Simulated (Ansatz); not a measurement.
A vibration from a frozen displacement in TaN

Theory: Ansatz, DFT r2SCAN, scalar-relativistic, plane waves, PAW. The runs took a 500 eV cutoff, a Γ-centred 18×18×18 mesh and Gaussian smearing (0.15 eV). Spin–orbit coupling is left out, which matters for the heavy elements here. No spin polarisation. Energies are free energies at this smearing, counted from the undisturbed cell; pressure is positive in compression.

The undisturbed cell (as given, not relaxed at this level; it stands at 9.8 GPa; this rock-salt form isn't the usual structure):

```yaml
crystal:
  lattice:
    - [0.00000, 2.17900, 2.17900]
    - [2.17900, 0.00000, 2.17900]
    - [2.17900, 2.17900, 0.00000]
  atoms:
    - { symbol: Ta, position: [0.50000, 0.50000, 0.50000] }
    - { symbol: N, position: [0.00000, 0.00000, 0.00000] }
```

Every N atom is moved by x along the Cartesian unit vector (0.000, 0.000, -1.000); the cell and all other atoms stay fixed. The cell's volume is 20.69 Å³; the moved atoms weigh 14.007 u together and the others 180.948 u. Some rows repeat others by symmetry and weren't run.

```
  x (Å)  ΔE (meV/cell) total force on the moved atoms along the move (eV/Å) pressure (GPa)
-0.1000          45.58                                                0.9474         11.5825
-0.0875          34.58                                                0.8142         11.1586
-0.0750          25.20                                                0.6873         10.7927
-0.0625          17.38                                                0.5652         10.4846
-0.0500          11.06                                                0.4471         10.2326
-0.0375           6.19                                                0.3322         10.0370
-0.0250           2.74                                                0.2199          9.8974
-0.0125           0.68                                                0.1095          9.8138
 0.0000           0.00                                                0.0000          9.7859
 0.0125           0.68                                               -0.1095          9.8138
 0.0250           2.74                                               -0.2199          9.8974
 0.0375           6.19                                               -0.3322         10.0370
 0.0500          11.06                                               -0.4471         10.2326
 0.0625          17.38                                               -0.5652         10.4846
 0.0750          25.20                                               -0.6873         10.7927
 0.0875          34.58                                               -0.8142         11.1586
 0.1000          45.58                                               -0.9474         11.5825
```

Question: What frequency belongs to this motion?

Answer: The force constant is k = −dF/dx = 8.760 eV/Å², from the parabola through x = -0.0125, 0 and 0.0125. In every cell the moved atoms swing against the rest, so the mass is μ = m₁m₂/(m₁ + m₂) = 13.001 u, and ν̃ = 521.5 cm⁻¹ × √(|k|/μ) = 428 cm⁻¹, at this cell's pressure of 9.8 GPa. To first order in x, and within 1 %, the force on every atom lies along the move and, within each of the two groups, in proportion to the atom's mass, so this is itself a mode at the zone centre of this cell.

Question: How far does the harmonic law reach?

Answer: At x = -0.100 Å, kx²/2 = 43.80 meV against the computed 45.58 meV (+4.1 %): the well is still close to harmonic there.

Question: The pressure changes with x². What does that say about the frequency under compression?

Answer: With E = k(V)x²/2, k ∝ V^(−2γ) and x scaling with the cell as V^(1/3), P − P0 = −∂E/∂V = (2γ − 2/3) ΔE/V. At x = 0.0250 Å, V(P − P0) = 20.69 × 0.11153 / 160.2 eV = 14.40 meV and ΔE = 2.74 meV, so γ = 1/3 + V(P − P0)/(2ΔE) = 2.96. This is the Grüneisen parameter of the motion under uniform scaling of the cell: shrinking the cell evenly by 1 % in volume raises the frequency by about 2.96 %.

In a metal these slopes depend on the k mesh and the smearing.

The nearly harmonic well and the strong pressure dependence of the frequency are compatible. Each N atom sits between opposite Ta neighbours, so as it moves, the cubic terms of the shortened and lengthened bonds cancel by inversion symmetry, leaving only a weak quartic stiffening. Uniform compression shortens all the bonds together, and the same cubic terms then add up, which gives the Grüneisen parameter of 2.96. The restoring force itself probably reflects directional Ta 5d–N 2p bonding together with short-range repulsion. Because Ta is so heavy, the motion is mostly that of nitrogen, and the 428 cm⁻¹ mode should respond clearly to nitrogen isotope substitution. Cubic symmetry makes it threefold degenerate, and metallic screening removes the longitudinal–transverse splitting that a polar insulator would show at long wavelength. The positive curvature rules out an instability of the rock-salt cell only against this sublattice shift; it doesn't establish dynamical stability, since group 5 nitrides in this structure are prone to soft acoustic modes away from the zone centre.
